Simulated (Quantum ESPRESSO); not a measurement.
# Sn (Fd-3m) in Quantum ESPRESSO: notebook

One crystal, Sn, is run at these levels: vdW-DF3-opt1, vdW-DF-C09; tasks: single point, equation of state, band structure.

All numbers are computed with Quantum ESPRESSO 7.5; they aren't measurements. Logs are shortened: lines on timing, memory, paths and dates and some standing lists are left out, and cuts for length are marked.

## Step 1: The crystal as given

The structure is cubic, space group Fd-3m (No. 227). Conventional cell: a = 6.467 Å, b = 6.467 Å, c = 6.467 Å, α = 90.00°, β = 90.00°, γ = 90.00°. Around Sn (site symmetry -43m) lie 4 Sn at 2.80 Å.

This isn't the form of Sn at room conditions, which is tetragonal (white tin).

## Step 2: Single point, vdW-DF3-opt1, 31.77 Å³/atom

pw.in reads:

```
&CONTROL
  calculation = 'scf'
  prefix = 'pwscf'
  outdir = './tmp'
  pseudo_dir = './pseudo'
  tprnfor = .true.
  tstress = .true.
  disk_io = 'nowf'
/
&SYSTEM
  ibrav = 0
  nat = 2
  ntyp = 1
  ecutwfc = 72
  nbnd = 21
  input_dft = 'vdw-df3-opt1'
  occupations = 'smearing'
  smearing = 'fd'
  degauss = 0.00367493
/
&ELECTRONS
  conv_thr = 4d-10
  electron_maxstep = 120
  mixing_beta = 0.5
/
ATOMIC_SPECIES
Sn   118.7100 Sn.upf
CELL_PARAMETERS angstrom
   0.0000000000    3.1673376916    3.1673376916
   3.1673376916    0.0000000000    3.1673376916
   3.1673376916    3.1673376916    0.0000000000
ATOMIC_POSITIONS crystal
Sn     0.7500000000    0.7500000000    0.7500000000
Sn     0.5000000000    0.5000000000    0.5000000000
K_POINTS automatic
7 7 7 0 0 0
```

Potentials or basis: PseudoDojo 0.4.1 SR PBE standard.

The run is started by

```sh
> OMP_NUM_THREADS=1 pw.x -in pw.in > pw.out
```

pw.out:

```text
This program is part of the open-source Quantum ESPRESSO suite
     for quantum simulation of materials; please cite
         "P. Giannozzi et al., J. Phys.:Condens. Matter 21 395502 (2009);
         "P. Giannozzi et al., J. Phys.:Condens. Matter 29 465901 (2017);
         "P. Giannozzi et al., J. Chem. Phys. 152 154105 (2020);
     in publications or presentations arising from this work. More details at

     IMPORTANT: XC functional enforced from input :
     Exchange-correlation= VDW-DF3-OPT1
                           (   1   4  45   0   3   0   0)
     Any further DFT definition will be discarded
     Please, verify this is what you really want

     Message from routine setup:
     using ibrav=0 with symmetry is DISCOURAGED, use correct ibrav instead

     G-vector sticks info
     --------------------
     sticks:   dense  smooth     PW     G-vecs:    dense   smooth      PW
     Sum        1417    1417    421                35557    35557    5577

     Using Slab Decomposition

     bravais-lattice index     =            0
     lattice parameter (alat)  =       8.4646  a.u.
     unit-cell volume          =     428.8542 (a.u.)^3
     number of atoms/cell      =            2
     number of atomic types    =            1
     number of electrons       =        28.00
     number of Kohn-Sham states=           21
     kinetic-energy cutoff     =      72.0000  Ry
     charge density cutoff     =     288.0000  Ry
     scf convergence threshold =      4.0E-10
     mixing beta               =       0.5000
     number of iterations used =            8  plain     mixing
     Exchange-correlation= VDW-DF3-OPT1
                           (   1   4  45   0   3   0   0)

     celldm(1)=   8.464635  celldm(2)=   0.000000  celldm(3)=   0.000000
     celldm(4)=   0.000000  celldm(5)=   0.000000  celldm(6)=   0.000000

     crystal axes: (cart. coord. in units of alat)
               a(1) = (   0.000000   0.707107   0.707107 )
               a(2) = (   0.707107   0.000000   0.707107 )
               a(3) = (   0.707107   0.707107   0.000000 )

     reciprocal axes: (cart. coord. in units 2 pi/alat)
               b(1) = ( -0.707107  0.707107  0.707107 )
               b(2) = (  0.707107 -0.707107  0.707107 )
               b(3) = (  0.707107  0.707107 -0.707107 )

     PseudoPot. # 1 for Sn read from file:
     Sn.upf
     Pseudo is Norm-conserving + core correction, Zval = 14.0
[... 50 lines left out ...]
     %                                                                      %
     % You are using vdW-DF, which was implemented by the Thonhauser group. %
     % Please cite the following two papers that made this development      %
     % possible and the two reviews that describe the various versions:     %
     %                                                                      %
     %   T. Thonhauser et al., PRL 115, 136402 (2015).                      %
     %   T. Thonhauser et al., PRB 76, 125112 (2007).                       %
     %   K. Berland et al., Rep. Prog. Phys. 78, 066501 (2015).             %
     %   D.C. Langreth et al., J. Phys.: Condens. Matter 21, 084203 (2009). %
     %                                                                      %
     % If you are calculating stress with vdW-DF, please also cite:         %
     %                                                                      %
     %   R. Sabatini et al., J. Phys.: Condens. Matter 24, 424209 (2012).   %
     %                                                                      %
     %%%%%%%%%%%%%%%%%%%%%%%%%%%%%%%%%%%%%%%%%%%%%%%%%%%%%%%%%%%%%%%%%%%%%%%%

     %%%%%%%%%%%%%%%%%%%%%%%%%%%%%%%%%%%%%%%%%%%%%%%%%%%%%%%%%%%%%%%%%%%%%%%%
     %                                                                      %
     %  vdW-DF NEWS:                                                        %
     %                                                                      %
     %  * vdW-DF3 is now available. DOI: 10.1021/acs.jctc.0c00471           %
     %    use with input_dft = 'vdW-DF3-opt1' or 'vdW-DF3-opt2'             %
     %                                                                      %
     %  * Unscreened and range-separated hybrid vdW-DF-cx functionals       %
     %    DOI: 10.1063/1.4986522 and 10.1088/1361-648X/ac2ad2               %
     %    use with input_dft = 'vdW-DF-cx0'    and 'vdW-DF-ahcx'            %
     %  * Unscreened and range-separated hybrid vdW-DF2-b86r functionals    %
     %    DOI: 10.1063/1.4986522 and DOI: 10.1103/PhysRevX.12.041003        %
     %    use with input_dft = 'vdW-DF2-br0' and 'vdW-DF2-ahbr'             %
     %                                                                      %
     %%%%%%%%%%%%%%%%%%%%%%%%%%%%%%%%%%%%%%%%%%%%%%%%%%%%%%%%%%%%%%%%%%%%%%%%

     Starting wfcs are   18 randomized atomic wfcs +    3 random wfcs

     Self-consistent Calculation

     iteration #  1     ecut=    72.00 Ry     beta= 0.50
     Davidson diagonalization with overlap
     ethr =  1.00E-02,  avg # of iterations =  5.8

     Threshold (ethr) on eigenvalues was too large:
     Diagonalizing with lowered threshold

     Davidson diagonalization with overlap
     ethr =  1.23E-04,  avg # of iterations =  2.8

     total energy              =    -315.05575268 Ry
     estimated scf accuracy    <       0.03544679 Ry
[... 43 lines left out ...]
     iteration #  8     ecut=    72.00 Ry     beta= 0.50
     Davidson diagonalization with overlap
     ethr =  1.02E-11,  avg # of iterations =  2.0

     End of self-consistent calculation

          k = 0.0000 0.0000 0.0000 (  4477 PWs)   bands (ev):

   -13.0049 -13.0049 -13.0049 -12.9335 -12.9335 -12.5585 -12.5585 -12.5585
   -12.5402 -12.5402  -2.2753   8.5678   8.9852   8.9852   8.9852  11.0493
    11.0493  11.0493  13.9291  17.1118  17.1122

          k = 0.1010 0.1010-0.1010 (  4444 PWs)   bands (ev):
[... 85 lines left out ...]
   -13.0815 -13.0666 -12.9056 -12.8651 -12.7413 -12.7303 -12.6733 -12.6346
   -12.4621 -12.4477   0.9317   1.2212   5.6301   6.3177   9.7001  10.7074
    15.9838  16.1990  17.2208  18.2464  19.6984

          k = 0.4041 0.2020 0.0000 (  4434 PWs)   bands (ev):

   -13.0617 -13.0601 -12.9583 -12.8563 -12.8027 -12.7188 -12.6210 -12.5885
   -12.4777 -12.4724  -0.9163   3.5635   6.0863   7.1872  11.0422  11.3137
    12.7365  14.2218  16.1456  17.4499  18.2210

          k =-0.2020-0.4041 0.6061 (  4423 PWs)   bands (ev):
[... 13 lines left out ...]
   -13.0935 -13.0780 -12.8770 -12.7939 -12.7694 -12.7293 -12.7224 -12.6577
   -12.4514 -12.4362   0.6472   1.5948   5.2227   6.1126  11.1284  12.9862
    13.5389  13.5675  16.9736  17.9563  19.8805

     the Fermi energy is     8.8996 ev

!    total energy              =    -315.05627901 Ry
     estimated scf accuracy    <          1.6E-11 Ry
     smearing contrib. (-TS)   =      -0.00012027 Ry
     internal energy E=F+TS    =    -315.05615874 Ry

     The total energy is F=E-TS. E is the sum of the following terms:
     one-electron contribution =    -135.31623485 Ry
     hartree contribution      =      84.67285036 Ry
     xc contribution           =     -88.01482611 Ry
     ewald contribution        =    -176.39794815 Ry

     convergence has been achieved in   8 iterations

     Forces acting on atoms (cartesian axes, Ry/au):

     atom    1 type  1   force =     0.00000000   -0.00000000    0.00000000
     atom    2 type  1   force =    -0.00000000    0.00000000   -0.00000000

     Total force =     0.000000     Total SCF correction =     0.000000

     Computing stress (Cartesian axis) and pressure

          total   stress  (Ry/bohr**3)                   (kbar)     P=       57.90
   0.00039359  -0.00000000  -0.00000000           57.90       -0.00       -0.00
  -0.00000000   0.00039359  -0.00000000           -0.00       57.90       -0.00
  -0.00000000  -0.00000000   0.00039359           -0.00       -0.00       57.90

=------------------------------------------------------------------------------=
   JOB DONE.
=------------------------------------------------------------------------------=
```

Run time: 1.7 min. Hardware: 1 thread of AMD EPYC 7B13 (Zen 3), shared host; peak memory 0.16 GiB.

Results:

- Free energy: -4286.5590 eV
- Pressure: 5.8 GPa
- Band gap on the k mesh: none (metal or under the smearing width)

Caveat: the potentials were made for another functional, which shifts forces and pressure.

## Step 3: Single point, vdW-DF3-opt1, 32.45 Å³/atom

Edit pw.in of step 2 so:

```diff
@@ -28,5 +28,5 @@
 CELL_PARAMETERS angstrom
-   0.0000000000    3.1673376916    3.1673376916
-   3.1673376916    0.0000000000    3.1673376916
-   3.1673376916    3.1673376916    0.0000000000
+   0.0000000000    3.1896436215    3.1896436215
+   3.1896436215    0.0000000000    3.1896436215
+   3.1896436215    3.1896436215    0.0000000000
 ATOMIC_POSITIONS crystal
```

Potentials or basis: PseudoDojo 0.4.1 SR PBE standard.

The run is started by

```sh
> OMP_NUM_THREADS=1 pw.x -in pw.in > pw.out
```

It took 1.7 min on 1 thread of AMD EPYC 7B13 (Zen 3), shared host; peak memory 0.16 GiB.

The run converged. Its results:

```
Free energy            : -4286.6024 eV
Pressure               : 4.5 GPa
Band gap on the k mesh : none (metal or under the smearing width)
```

Caveat: the potentials were made for another functional, which shifts forces and pressure.

## Step 4: Single point, vdW-DF3-opt1, 33.13 Å³/atom

Edit pw.in of step 3 so:

```diff
@@ -28,5 +28,5 @@
 CELL_PARAMETERS angstrom
-   0.0000000000    3.1896436215    3.1896436215
-   3.1896436215    0.0000000000    3.1896436215
-   3.1896436215    3.1896436215    0.0000000000
+   0.0000000000    3.2116418589    3.2116418589
+   3.2116418589    0.0000000000    3.2116418589
+   3.2116418589    3.2116418589    0.0000000000
 ATOMIC_POSITIONS crystal
```

The run is started by

```sh
> OMP_NUM_THREADS=1 pw.x -in pw.in > pw.out
```

Wall time 1.7 min (1 thread of AMD EPYC 7B13 (Zen 3), shared host); peak memory 0.16 GiB.

The run converged. Its results:

| Quantity | Value |
| --- | --- |
| Free energy | -4286.6350 eV |
| Pressure | 3.3 GPa |
| Band gap on the k mesh | none (metal or under the smearing width) |

Caveat: the potentials were made for another functional, which shifts forces and pressure.

## Step 5: Single point, vdW-DF3-opt1, 33.80 Å³/atom

Edit pw.in of step 4 so:

```diff
@@ -28,5 +28,5 @@
 CELL_PARAMETERS angstrom
-   0.0000000000    3.2116418589    3.2116418589
-   3.2116418589    0.0000000000    3.2116418589
-   3.2116418589    3.2116418589    0.0000000000
+   0.0000000000    3.2333428000    3.2333428000
+   3.2333428000    0.0000000000    3.2333428000
+   3.2333428000    3.2333428000    0.0000000000
 ATOMIC_POSITIONS crystal
```

The run is started by

```sh
> OMP_NUM_THREADS=1 pw.x -in pw.in > pw.out
```

Wall time 1.7 min (1 thread of AMD EPYC 7B13 (Zen 3), shared host); peak memory 0.17 GiB.

The run converged. Its results:

| Quantity | Value |
| --- | --- |
| Free energy | -4286.6582 eV |
| Pressure | 2.2 GPa |
| Band gap on the k mesh | none (metal or under the smearing width) |

Caveat: the potentials were made for another functional, which shifts forces and pressure.

## Step 6: Single point, vdW-DF3-opt1, 34.48 Å³/atom

Edit pw.in of step 5 so:

```diff
@@ -28,5 +28,5 @@
 CELL_PARAMETERS angstrom
-   0.0000000000    3.2333428000    3.2333428000
-   3.2333428000    0.0000000000    3.2333428000
-   3.2333428000    3.2333428000    0.0000000000
+   0.0000000000    3.2547562903    3.2547562903
+   3.2547562903    0.0000000000    3.2547562903
+   3.2547562903    3.2547562903    0.0000000000
 ATOMIC_POSITIONS crystal
```

Potentials or basis: PseudoDojo 0.4.1 SR PBE standard.

The run is started by

```sh
> OMP_NUM_THREADS=1 pw.x -in pw.in > pw.out
```

Run time: 1.7 min. Hardware: 1 thread of AMD EPYC 7B13 (Zen 3), shared host; peak memory 0.17 GiB.

Results (log left out):

| Quantity | Value |
| --- | --- |
| Free energy | -4286.6729 eV |
| Pressure | 1.3 GPa |
| Band gap on the k mesh | none (metal or under the smearing width) |

Caveat: the potentials were made for another functional, which shifts forces and pressure.

## Step 7: Single point, vdW-DF3-opt1, 35.16 Å³/atom

Edit pw.in of step 6 so:

```diff
@@ -28,5 +28,5 @@
 CELL_PARAMETERS angstrom
-   0.0000000000    3.2547562903    3.2547562903
-   3.2547562903    0.0000000000    3.2547562903
-   3.2547562903    3.2547562903    0.0000000000
+   0.0000000000    3.2758916636    3.2758916636
+   3.2758916636    0.0000000000    3.2758916636
+   3.2758916636    3.2758916636    0.0000000000
 ATOMIC_POSITIONS crystal
```

The run is started by

```sh
> OMP_NUM_THREADS=1 pw.x -in pw.in > pw.out
```

Wall time 1.7 min (1 thread of AMD EPYC 7B13 (Zen 3), shared host); peak memory 0.17 GiB.

The run converged. Its results:

```yaml
Free_energy: -4286.6802 eV
Pressure: 0.4 GPa
Band_gap_on_the_k_mesh: none (metal or under the smearing width)
```

Caveat: the potentials were made for another functional, which shifts forces and pressure.

## Step 8: Single point, vdW-DF3-opt1, 35.83 Å³/atom

Edit pw.in of step 7 so:

```diff
@@ -28,5 +28,5 @@
 CELL_PARAMETERS angstrom
-   0.0000000000    3.2758916636    3.2758916636
-   3.2758916636    0.0000000000    3.2758916636
-   3.2758916636    3.2758916636    0.0000000000
+   0.0000000000    3.2967577782    3.2967577782
+   3.2967577782    0.0000000000    3.2967577782
+   3.2967577782    3.2967577782    0.0000000000
 ATOMIC_POSITIONS crystal
```

The run is started by

```sh
> OMP_NUM_THREADS=1 pw.x -in pw.in > pw.out
```

Wall time 1.7 min (1 thread of AMD EPYC 7B13 (Zen 3), shared host); peak memory 0.17 GiB.

The run converged. Its results:

```
Free energy            : -4286.6808 eV
Pressure               : -0.3 GPa
Band gap on the k mesh : none (metal or under the smearing width)
```

Caveat: the potentials were made for another functional, which shifts forces and pressure.

## Step 9: Equation of state, vdW-DF3-opt1

Potentials or basis: PseudoDojo 0.4.1 SR PBE standard.

No new run: the results of the series are fitted here.

Results:

| Quantity | Value |
| --- | --- |
| Equilibrium volume | 35.55 Å³/atom |
| Bulk modulus | 39 GPa |
| Pressure derivative of the bulk modulus | 5.2 |

Energy against volume, from the lowest point:
```tsv
volume (Å³/atom)	energy (meV/atom)
31.775	60.86
32.451	39.19
33.127	22.86
33.803	11.28
34.479	3.92
35.155	0.30
35.831	0.00
```

Caveat: the potentials were made for another functional, which shifts forces and pressure.

## Step 10: Band structure, vdW-DF-C09

pw.in reads:

```
&CONTROL
  calculation = 'scf'
  prefix = 'pwscf'
  outdir = './tmp'
  pseudo_dir = './pseudo'
  tprnfor = .true.
  tstress = .true.
  disk_io = 'low'
/
&SYSTEM
  ibrav = 0
  nat = 2
  ntyp = 1
  ecutwfc = 72
  nbnd = 21
  input_dft = 'vdw-df-c09'
  occupations = 'smearing'
  smearing = 'fd'
  degauss = 0.00367493
/
&ELECTRONS
  conv_thr = 4d-10
  electron_maxstep = 120
  mixing_beta = 0.5
/
ATOMIC_SPECIES
Sn   118.7100 Sn.upf
CELL_PARAMETERS angstrom
   0.0000000000    3.2333428000    3.2333428000
   3.2333428000    0.0000000000    3.2333428000
   3.2333428000    3.2333428000    0.0000000000
ATOMIC_POSITIONS angstrom
Sn     4.8500142000    4.8500142000    4.8500142000
Sn     3.2333428000    3.2333428000    3.2333428000
K_POINTS automatic
7 7 7 0 0 0
```

bands.in reads:

```
&CONTROL
  calculation = 'bands'
  prefix = 'pwscf'
  outdir = './tmp'
  pseudo_dir = './pseudo'
  disk_io = 'low'
  verbosity = 'high'
/
&SYSTEM
  ibrav = 0
  nat = 2
  ntyp = 1
  ecutwfc = 72
  nbnd = 21
  input_dft = 'vdw-df-c09'
  occupations = 'smearing'
  smearing = 'fd'
  degauss = 0.00367493
/
&ELECTRONS
  conv_thr = 1d-08
  electron_maxstep = 120
  mixing_beta = 0.5
  diago_full_acc = .true.
  startingwfc = 'random'
/
ATOMIC_SPECIES
Sn   118.7100 Sn.upf
CELL_PARAMETERS angstrom
   0.0000000000    3.2333428000    3.2333428000
   3.2333428000    0.0000000000    3.2333428000
   3.2333428000    3.2333428000    0.0000000000
ATOMIC_POSITIONS angstrom
Sn     4.8500142000    4.8500142000    4.8500142000
Sn     3.2333428000    3.2333428000    3.2333428000
K_POINTS crystal
60
 0.0000000000  0.0000000000  0.0000000000 1
 0.0625000000  0.0000000000  0.0625000000 1
 0.1250000000  0.0000000000  0.1250000000 1
 0.1875000000  0.0000000000  0.1875000000 1
 0.2500000000  0.0000000000  0.2500000000 1
 0.3125000000  0.0000000000  0.3125000000 1
 0.3750000000  0.0000000000  0.3750000000 1
 0.4375000000  0.0000000000  0.4375000000 1
 0.5000000000  0.0000000000  0.5000000000 1
 0.5000000000  0.0625000000  0.5625000000 1
 0.5000000000  0.1250000000  0.6250000000 1
 0.5000000000  0.1875000000  0.6875000000 1
 0.5000000000  0.2500000000  0.7500000000 1
 0.4375000000  0.3125000000  0.7500000000 1
 0.3750000000  0.3750000000  0.7500000000 1
 0.3375000000  0.3375000000  0.6750000000 1
 0.3000000000  0.3000000000  0.6000000000 1
 0.2625000000  0.2625000000  0.5250000000 1
 0.2250000000  0.2250000000  0.4500000000 1
 0.1875000000  0.1875000000  0.3750000000 1
 0.1500000000  0.1500000000  0.3000000000 1
 0.1125000000  0.1125000000  0.2250000000 1
 0.0750000000  0.0750000000  0.1500000000 1
 0.0375000000  0.0375000000  0.0750000000 1
 0.0000000000  0.0000000000  0.0000000000 1
 0.0625000000  0.0625000000  0.0625000000 1
 0.1250000000  0.1250000000  0.1250000000 1
 0.1875000000  0.1875000000  0.1875000000 1
 0.2500000000  0.2500000000  0.2500000000 1
 0.3125000000  0.3125000000  0.3125000000 1
 0.3750000000  0.3750000000  0.3750000000 1
 0.4375000000  0.4375000000  0.4375000000 1
 0.5000000000  0.5000000000  0.5000000000 1
 0.5250000000  0.4500000000  0.5250000000 1
 0.5500000000  0.4000000000  0.5500000000 1
 0.5750000000  0.3500000000  0.5750000000 1
 0.6000000000  0.3000000000  0.6000000000 1
 0.6250000000  0.2500000000  0.6250000000 1
 0.5833333333  0.2500000000  0.6666666667 1
 0.5416666667  0.2500000000  0.7083333333 1
 0.5000000000  0.2500000000  0.7500000000 1
 0.5000000000  0.2857142857  0.7142857143 1
 0.5000000000  0.3214285714  0.6785714286 1
 0.5000000000  0.3571428571  0.6428571429 1
 0.5000000000  0.3928571429  0.6071428571 1
 0.5000000000  0.4285714286  0.5714285714 1
 0.5000000000  0.4642857143  0.5357142857 1
 0.5000000000  0.5000000000  0.5000000000 1
 0.4821428571  0.4821428571  0.5357142857 1
 0.4642857143  0.4642857143  0.5714285714 1
 0.4464285714  0.4464285714  0.6071428571 1
 0.4285714286  0.4285714286  0.6428571429 1
 0.4107142857  0.4107142857  0.6785714286 1
 0.3928571429  0.3928571429  0.7142857143 1
 0.3750000000  0.3750000000  0.7500000000 1
 0.6250000000  0.2500000000  0.6250000000 1
 0.5937500000  0.1875000000  0.5937500000 1
 0.5625000000  0.1250000000  0.5625000000 1
 0.5312500000  0.0625000000  0.5312500000 1
 0.5000000000  0.0000000000  0.5000000000 1
```

The run is started by

```sh
> OMP_NUM_THREADS=1 pw.x -in pw.in > pw.out
> OMP_NUM_THREADS=1 pw.x -in bands.in > bands.out
```

Run time: 4.1 min. Hardware: 1 thread of AMD EPYC 7B13 (Zen 3), shared host; peak memory 0.17 GiB.

Results (log left out):

| Quantity | Value |
| --- | --- |
| Free energy | -4281.7082 eV |
| Pressure | 1.6 GPa |
| Band gap on the k mesh | none (metal or under the smearing width) |

Levels at the corners of the path, in eV from the Fermi level:
| point | band 12 | band 13 | band 14 | band 15 | band 16 | band 17 |
| --- | --- | --- | --- | --- | --- | --- |
| Γ | -0.63 | 0.17 | 0.17 | 0.17 | 2.23 | 2.23 |
| X | -7.52 | -2.42 | -2.42 | 0.84 | 0.84 | 7.83 |
| W | -7.46 | -3.01 | -3.01 | 3.49 | 3.49 | 4.10 |
| K | -7.03 | -3.35 | -2.05 | 1.13 | 3.43 | 5.85 |
| Γ | -0.63 | 0.17 | 0.17 | 0.17 | 2.23 | 2.23 |
| L | -6.30 | -1.05 | -1.05 | 0.01 | 3.30 | 3.30 |
| U | -7.03 | -3.35 | -2.05 | 1.13 | 3.43 | 5.85 |
| W | -7.46 | -3.01 | -3.01 | 3.49 | 3.49 | 4.10 |
| L | -6.30 | -1.05 | -1.05 | 0.01 | 3.30 | 3.30 |
| K | -7.03 | -3.35 | -2.05 | 1.13 | 3.43 | 5.85 |
| U | -7.03 | -3.35 | -2.05 | 1.13 | 3.43 | 5.85 |
| X | -7.52 | -2.42 | -2.42 | 0.84 | 0.84 | 7.83 |

Caveat: the potentials were made for another functional, which shifts forces and pressure; spin-orbit coupling is left out, which moves the levels of the heavy elements.
